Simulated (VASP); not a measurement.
Here is a VASP 6.6.1 calculation.

The input POSCAR:

```
Te
1.0
    5.8500400000      0.0000000000      0.0000000000
    0.0000000000      5.8500400000      0.0000000000
    0.0000000000      0.0000000000      4.7912000000
Te
4
Direct
    0.0000000000      0.0000000000      0.0000000000
    0.5000000000      0.5000000000      0.0000000000
    0.0000000000      0.5000000000      0.8300400000
    0.5000000000      0.0000000000      0.1699600000
```

File INCAR.step1:

```
SYSTEM = Te
  ALGO = Normal
  EDIFF = 1E-5
  ENCUT = 520
  GGA = PE
  ISIF = 2
  ISMEAR = -1
  LASPH = .TRUE.
  LCHARG = .FALSE.
  LREAL = .FALSE.
  LWAVE = .TRUE.
  NBANDS = 20
  NELM = 80
  PREC = Accurate
  SIGMA = 0.05
```

The input INCAR.step2:

```
SYSTEM = Te
  AEXX = 0.5
  ALGO = Normal
  EDIFF = 1E-6
  ENCUT = 520
  GGA = PE
  HFRCUT = -1
  ISIF = 2
  ISMEAR = -1
  ISTART = 1
  LASPH = .TRUE.
  LCHARG = .FALSE.
  LHFCALC = .TRUE.
  LREAL = .FALSE.
  LWAVE = .FALSE.
  NBANDS = 20
  NELM = 80
  PREC = Accurate
  PRECFOCK = Fast
  SIGMA = 0.05
```

Contents of KPOINTS:

```
k-points
0
G
  3 3 3
  0 0 0
```

Potentials or basis: VASP PAW PBE potentials, release 64 (Te).

Command:

```bash
$ cat potpaw_PBE.64/Te/POTCAR > POTCAR
$ cp INCAR.step1 INCAR
$ mpirun -np 1 vasp_std > vasp.out
$ cp INCAR.step2 INCAR
$ mpirun -np 1 vasp_std > vasp.out
```

**Question.** What does it give for the pressure?

**Answer.** -4.6 GPa.

**Question.** What does it give for the largest force?

**Answer.** 0.591 eV/Å.

**Question.** What does it give for the band gap on the k mesh?

**Answer.** 2.89 eV, direct.

Forces in eV/Å, atoms in the order of the input:
```
Te   0.000  0.000  0.000
Te   0.000  0.000  0.000
Te   0.000  0.000  0.591
Te   0.000  0.000 -0.591
```

Caveat: the k mesh is coarse (spacing up to 0.44 Å⁻¹), so the values aren't converged, least of all with exact exchange; the PAW data sets were made with another functional, which shifts forces and pressure a little; spin-orbit coupling is left out, which moves the levels of the heavy elements; an odd mesh through Γ misses points on the zone boundary, where band edges often lie.
